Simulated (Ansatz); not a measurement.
Crystal: Ba.

```xyz
1
Lattice="-2.4726 2.4726 2.4726 2.4726 -2.4726 2.4726 2.4726 2.4726 -2.4726" Properties=species:S:1:pos:R:3 pbc="T T T"
Ba    0.0000    0.0000    0.0000
```

The cell isn't the ideal one: volume scaled by 0.96.

Base run:

| Item | Value |
| --- | --- |
| Program | Ansatz 0.2.0 |
| Functional | PBE |
| Potentials or basis | all-electron LAPW, scalar-relativistic |
| Cutoff | 77 eV (chosen from the basis error) |
| Basis error allowed | 0.001 eV/atom |
| k mesh | 8 × 8 × 8 |
| Occupations | gaussian, width 0.1 eV |
| Spin | no spin polarisation |

Its results: band gap on the k mesh none (metal or under the smearing width); pressure 0.4 GPa.

Question: The run is repeated on the same cell with these changes: functional from PBE to PBEsol; occupations from gaussian, width 0.1 eV to gaussian, width 0.05 eV. What comes out?

Answer: Band gap on the k mesh none (metal or under the smearing width); pressure -0.4 GPa.
